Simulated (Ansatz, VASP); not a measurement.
# Ge: VASP beside Ansatz

File INCAR:

```
SYSTEM = Ge
PREC = Accurate
ENCUT = 520
EDIFF = 1E-6
ISMEAR = -1
SIGMA = 0.1
LREAL = .FALSE.
LASPH = .TRUE.
NELM = 80
ALGO = Normal
ISIF = 2
LWAVE = .FALSE.
LCHARG = .FALSE.
GGA = B5
ALDAX = 1.0
AGGAX = 1.0
AGGAC = 1.0
ALDAC = 0.0
NBANDS = 28
```

Contents of KPOINTS:

```
regular mesh
0
G
  8 8 12
  0 0 0
```

The input POSCAR:

```
Ge
1.0
    4.9313964596      0.0000000000      0.0000000000
   -2.4656982298      4.2707146101      0.0000000000
    0.0000000000      0.0000000000      2.8296048626
Ge
3
Direct
    0.0000000000      0.0000000000      0.0000000000
    0.3333333333      0.6666666667      0.5000000000
    0.6666666667      0.3333333333      0.5000000000
```

Input for Ansatz:

```yaml
crystal:
  lattice:
    - [4.9313964596, 0.0, 0.0]
    - [-2.4656982298, 4.2707146101, 0.0]
    - [0.0, 0.0, 2.8296048626]
  atoms:
    - { symbol: Ge, position: [0.0, 0.0, 0.0] }
    - { symbol: Ge, position: [0.3333333333, 0.6666666667, 0.5] }
    - { symbol: Ge, position: [0.6666666667, 0.3333333333, 0.5] }
hamiltonian:
  xc: blyp
  pseudopotentials:
    kind: paw
    azcp:
      Ge: "pseudopotentials/Ge.paw.azcp"
basis:
  ecutwfc: 420
  fft_grid_basis: typed
kpoints:
  mp_grid: { grid: [8, 8, 12], shift: [0, 0, 0] }
magnetization:
  spin_polarized: false
scf:
  occupations: { method: fermi_dirac, width: 0.1 }
  lower_state_search: "off"
output:
  stress: true
  write_density: true
  write_potential: true
  elf: true
  volumetric_format: npy
```

Alike in both runs: task single point; functional BLYP; k mesh 8 × 8 × 12; occupations fermi-dirac, width 0.1 eV; no spin polarisation.

|  | VASP | Ansatz |
| --- | --- | --- |
| version | VASP 6.6.1 | Ansatz 0.2.0 |
| potentials or method | VASP PAW PBE potentials, release 64 (Ge_d) | plane waves (420 eV) with PAW, scalar-relativistic |
| plane-wave cutoff (eV) | 520 | 420 |
| valence electrons in the cell | 42 | 42 |

VASP gave:

* pressure (GPa): 4.5
* largest component of the traceless stress (GPa): 0.66

Task: What did Ansatz give for the same quantities?

Result: Pressure (GPa): 4.7; largest component of the traceless stress (GPa): 0.65.

Caveats: the PAW data sets were made with another functional, which shifts forces and pressure a little (VASP).
